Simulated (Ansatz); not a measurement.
**CsCl: a listed cell, distorted in several ways**

Aim: see how energy, forces, stress and gap of CsCl answer to further strains and shifts, swapped elements, distortions that keep the symmetry, other functionals. Nothing is relaxed unless a step says so.

Computed with Ansatz 0.2.0 (DFT PBEsol, scalar-relativistic, plane waves, PAW, unless a step's input says otherwise).

1 further run of the same task is left out (set aside as unsound or not needed).

## (1) Starting point

The structure is cubic, space group Pm-3m (No. 221). Conventional cell: a = 4.123 Å, b = 4.123 Å, c = 4.123 Å, α = 90.00°, β = 90.00°, γ = 90.00°. Around Cs (site symmetry m-3m) lie 8 Cl at 3.57 Å. Cl (site symmetry m-3m) has 8 Cs at 3.57 Å as nearest neighbours.

Coordinates:

```
Cs Cl
1.0
     4.12300    0.00000    0.00000
     0.00000    4.12300    0.00000
     0.00000    0.00000    4.12300
Cs Cl
1 1
Cartesian
  0.0000 0.0000 0.0000
  2.0615 2.0615 2.0615
```

The structure comes from the Crystallography Open Database.

## (2) A distortion that keeps the symmetry

What differs from the listed cell: strain xx, yy, zz, yz, xz, xy = +2.1, +2.1, +2.1, +0.0, +0.0, +0.0 %.

input.yaml

```yaml
crystal:
  lattice:
    - [4.20983038, 0.0, 0.0]
    - [0.0, 4.20983038, 0.0]
    - [0.0, 0.0, 4.20983038]
  atoms:
    - { symbol: Cs, position: [0.0, 0.0, 0.0] }
    - { symbol: Cl, position: [0.5, 0.5, 0.5] }
basis:
  ecutwfc: 420
kpoints:
  mp_grid: { grid: [6, 6, 6] }
hamiltonian:
  xc: pbesol
scf:
  occupations: { method: gaussian, width: 0.02 }
output:
  forces: true
  stress: true
  eigenvalues: true
  populations: true
```

## (3) A distortion of lower symmetry

Edit input.yaml of step 2 so:

```diff
@@ -2,5 +2,5 @@
   lattice:
-    - [4.20983038, 0.0, 0.0]
-    - [0.0, 4.20983038, 0.0]
-    - [0.0, 0.0, 4.20983038]
+    - [4.17956756, -0.08246, -0.08246]
+    - [-0.08246, 4.17956756, 0.08246]
+    - [-0.08246, 0.08246, 4.17956756]
   atoms:
@@ -20,2 +20 @@
   eigenvalues: true
-  populations: true
```

## (4) Substitution of an element, cell strained: Cs → Na, first probe

input.yaml

```yaml
crystal:
  lattice:
    - [3.4363291737, 0.0, 0.0]
    - [0.0, 3.4363291737, 0.0]
    - [0.0, 0.0, 3.4363291737]
  atoms:
    - { symbol: Na, position: [0.0, 0.0, 0.0] }
    - { symbol: Cl, position: [0.5, 0.5, 0.5] }
basis:
  ecutwfc: 420
kpoints:
  mp_grid: { grid: [6, 6, 6] }
hamiltonian:
  xc: pbesol
scf:
  occupations: { method: gaussian, width: 0.1 }
output:
  forces: true
  stress: true
  eigenvalues: true
```

## (5) One element swapped, cell strained: Cs → Na

Edit input.yaml of step 4 so:

```diff
@@ -11,3 +11,3 @@
 kpoints:
-  mp_grid: { grid: [6, 6, 6] }
+  mp_grid: { grid: [8, 8, 8] }
 hamiltonian:
@@ -15,3 +15,3 @@
 scf:
-  occupations: { method: gaussian, width: 0.1 }
+  occupations: { method: gaussian, width: 0.02 }
 output:
```

## (6) A distortion that keeps the symmetry

input.yaml

```yaml
crystal:
  lattice:
    - [4.25897654, 0.0, 0.0]
    - [0.0, 4.25897654, 0.0]
    - [0.0, 0.0, 4.25897654]
  atoms:
    - { symbol: Cs, position: [0.0, 0.0, 0.0] }
    - { symbol: Cl, position: [0.5, 0.5, 0.5] }
basis:
  ecutwfc: 420
kpoints:
  mp_grid: { grid: [6, 6, 6] }
hamiltonian:
  xc: pbesol
scf:
  occupations: { method: gaussian, width: 0.02 }
output:
  forces: true
  stress: true
  eigenvalues: true
  populations: true
```

## (7) A distortion that keeps the symmetry

Edit input.yaml of step 6 so:

```diff
@@ -2,5 +2,5 @@
   lattice:
-    - [4.25897654, 0.0, 0.0]
-    - [0.0, 4.25897654, 0.0]
-    - [0.0, 0.0, 4.25897654]
+    - [4.20950054, 0.0, 0.0]
+    - [0.0, 4.20950054, 0.0]
+    - [0.0, 0.0, 4.20950054]
   atoms:
@@ -20,2 +20 @@
   eigenvalues: true
-  populations: true
```

## (8) Another functional, on a distorted cell: r2SCAN

input.yaml

```yaml
crystal:
  lattice:
    - [4.18917415, 0.0, 0.0]
    - [0.0, 4.18917415, 0.0]
    - [0.0, 0.0, 4.18917415]
  atoms:
    - { symbol: Cs, position: [0.0, 0.0, 0.0] }
    - { symbol: Cl, position: [0.5, 0.5, 0.5] }
basis:
  ecutwfc: 500
kpoints:
  mp_grid: { grid: [6, 6, 6] }
hamiltonian:
  xc: r2scan
scf:
  occupations: { method: gaussian, width: 0.02 }
output:
  forces: true
  stress: true
  eigenvalues: true
```

Q: Predict the outcome of this session. Wanted: for each run, case; energy; pressure; largest force.

As calculated:

| step | case | energy (meV/atom) | pressure (GPa) | largest force (eV/Å) | gap on the mesh (eV) |
| --- | --- | --- | --- | --- | --- |
| 2 | a distortion that keeps the symmetry | +0.0 | -1.4 | 0.00 | 4.80 |
| 3 | a distortion of lower symmetry | -5.2 | -1.1 | 0.00 | 4.88 |
| 5 | one element swapped, cell strained: Cs → Na | n/a | 0.3 | 0.00 | 4.03 |
| 6 | a distortion that keeps the symmetry | +13.3 | -1.8 | 0.00 | 4.66 |
| 7 | a distortion that keeps the symmetry | -0.1 | -1.4 | 0.00 | 4.80 |
| 8 | another functional, on a distorted cell: r2SCAN | n/a | -0.6 | 0.00 | 5.84 |

Energies are counted from step 2, with the smearing taken to zero. Other atoms or functionals have another zero of energy (n/a). 

What this shows: The pressure is -1.1 GPa in the smallest cell and -1.8 GPa in the largest; between them shape and moved atoms count too. Among the distorted cells of the listed formula and level the gap runs from 4.66 eV to 4.88 eV.

These are semilocal Kohn-Sham gaps, which aren't the measured quantity. Such gaps usually fall short of the measured ones.
